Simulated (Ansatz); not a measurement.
# PbS under changes of volume

One of the cells (26.664 Å³/atom); the others are scaled copies at fixed shape and fractional positions:

```xyz
4
Lattice="2.0800 -5.9913 0.0000 2.0800 5.9913 0.0000 0.0000 0.0000 4.2793" Properties=species:S:1:pos:R:3 pbc="T T T"
Pb    2.0800    4.4268    1.0698
Pb    2.0800   -4.4268    3.2095
S     2.0800    1.7399    1.0698
S     2.0800   -1.7399    3.2095
```

Measurements of this composition are mostly on another form, of space group No. 225.

```yaml
Program: Ansatz 0.2.0
Functional: LDA
Potentials_or_basis: Ansatz PAW
Cutoff: "420 eV (not typed: the program's choice for these potentials)"
k_mesh: 7 × 7 × 6
Occupations: fermi-dirac, width 0.05 eV
Spin: spin-orbit coupling, no magnetisation
```

| volume (Å³/atom) | energy over the lowest point (meV/atom) | pressure (GPa) | gap on the mesh (eV) | largest force (eV/Å) |
| --- | --- | --- | --- | --- |
| 25.064 | 0.00 | -0.4 | 0.78 | 0.211 |
| 25.597 | ? | ? | ? | ? |
| 26.130 | 10.90 | -2.7 | 0.87 | 0.054 |
| 26.664 | 21.67 | -3.7 | 0.91 | 0.170 |
| 27.197 | 35.47 | -4.6 | 0.95 | 0.280 |
| 27.730 | 51.95 | -5.3 | 0.97 | 0.382 |
| 28.263 | 70.83 | -6.0 | 0.97 | 0.477 |

What does the run at 25.597 Å³/atom give?

Energy over the lowest point 3.54 meV/atom; pressure -1.7 GPa; gap on the mesh 0.83 eV; largest force 0.075 eV/Å.

Worked out: A Birch-Murnaghan fit of order 3 (a polynomial in V^(-2/3)) to the other rows has its minimum at 24.88 Å³/atom, just outside them, with B0 = V·E''(V) = 63 GPa and B' = 4.4 at fixed shape and positions, which overstates the stiffness. It gives 3.54 meV/atom at 25.597 Å³/atom, against the run's 3.54, and -dE/dV = -1.7 GPa, against -1.7. A parabola through the other rows of the gap, of slope 2.4 eV per unit of ln V there, gives 0.83 eV, against the run's 0.83.

Energies are extrapolated to zero smearing.

Caveats: odd divisions of the mesh miss points on the zone boundary, where band edges often lie, so the gap on the mesh can be too wide; the PAW data sets come from PBE, with cores solved anew for the run's functional, which leaves a small shift of forces and pressure.

A mesh can miss the band edges.
